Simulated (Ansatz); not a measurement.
Crystal: ZnS.

```xyz
2
Lattice="0.0000 2.7020 2.7020 2.7020 0.0000 2.7020 2.7020 2.7020 0.0000" Properties=species:S:1:pos:R:3 pbc="T T T"
Zn    4.0530    4.0530    4.0530
S     0.0000    0.0000    0.0000
```

```yaml
Program: Ansatz 0.2.0
Task: relaxation of cell and atoms
Functional: RPBE
Dispersion: D3(BJ)
Potentials_or_basis: all-electron LAPW, scalar-relativistic
Basis_error_allowed: 0.001 eV/atom
k_mesh: 9 × 9 × 9
Occupations: fermi-dirac, width 0.05 eV
Spin: no spin polarisation
```

At the start: volume 19.73 Å³/atom.

Problem. How do energy, volume and symmetry change on relaxing?

Solution. Over 5 steps the energy falls by 32.3 meV/atom and the volume is 18.13 Å³/atom (-8.1 %); space group F-43m (No. 216, to 0.05 Å).

Step by step:
| step | energy change (eV) | largest force (eV/Å) | volume (Å³) |
| --- | --- | --- | --- |
| 1 | 0.0000 | 0.0000 | 39.45 |
| 2 | -0.0510 | 0.0000 | 37.65 |
| 3 | -0.0642 | 0.0000 | 36.04 |
| 4 | -0.0645 | 0.0000 | 36.26 |
| 5 | -0.0645 | 0.0000 | 36.26 |

Final structure:
```yaml
crystal:
  lattice:
    - [0.00000, 2.62709, 2.62709]
    - [2.62709, 0.00000, 2.62709]
    - [2.62709, 2.62709, 0.00000]
  atoms:
    - { symbol: Zn, position: [0.75000, 0.75000, 0.75000] }
    - { symbol: S, position: [0.00000, 0.00000, 0.00000] }
```
